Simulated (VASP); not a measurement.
A run of VASP 6.6.1 is set up as follows.

The input INCAR:

```
PREC     = Accurate       # precision mode
ENCUT    = 520            # plane-wave cutoff, eV
EDIFF    = 1E-7           # SCF threshold, eV
ISMEAR   = 0              # smearing method
SIGMA    = 0.1            # smearing width, eV
LREAL    = F              # projectors in reciprocal space
LASPH    = T              # aspherical terms in the spheres
NELM     = 80             # most SCF steps
ALGO     = Normal         # electronic algorithm
ISIF     = 2              # what is computed and relaxed
LWAVE    = F              # write WAVECAR
LCHARG   = F              # write CHGCAR
GGA      = PS             # functional
NBANDS   = 16             # bands
```

KPOINTS

```
Automatic mesh
0
Gamma
  6 6 6
```

POSCAR

```
InP
1.0
    0.0000000000     -2.9305000000     -2.9305000000
    2.9305000000      0.0000000000     -2.9305000000
    2.9305000000     -2.9305000000      0.0000000000
In P
1 1
Direct
    0.0000000000      0.0000000000      0.0000000000
    0.7500000000      0.7500000000      0.7500000000
```

Potentials or basis: VASP PAW PBE potentials, release 64 (In_d, P).

Command:

```console
$ cat potpaw_PBE.64/In_d/POTCAR potpaw_PBE.64/P/POTCAR > POTCAR
$ mpirun -np 1 vasp_std > vasp.out
```

Problem. Predict the band gap on the k mesh.

Solution. 0.61 eV, direct.

Problem. What does it give for the pressure?

Solution. 0.6 GPa.

Caveat: the PAW data sets were made with another functional, which shifts forces and pressure a little; spin-orbit coupling is left out, which moves the levels of the heavy elements.

**What was measured.**

From a printed reference work, data compilation, for a bulk crystal of InP at 1.6 K: band gap 1.4236 eV (direct).

A measured gap of InP is 1.4236 eV (direct; 1.6 K; a printed reference work, data compilation); the calculated 0.61 eV misses it by -0.81 eV. Spin-orbit coupling on In is left out. The value is that of PBEsol, without temperature or zero-point motion. Semilocal functionals fall short of measured gaps as a rule.
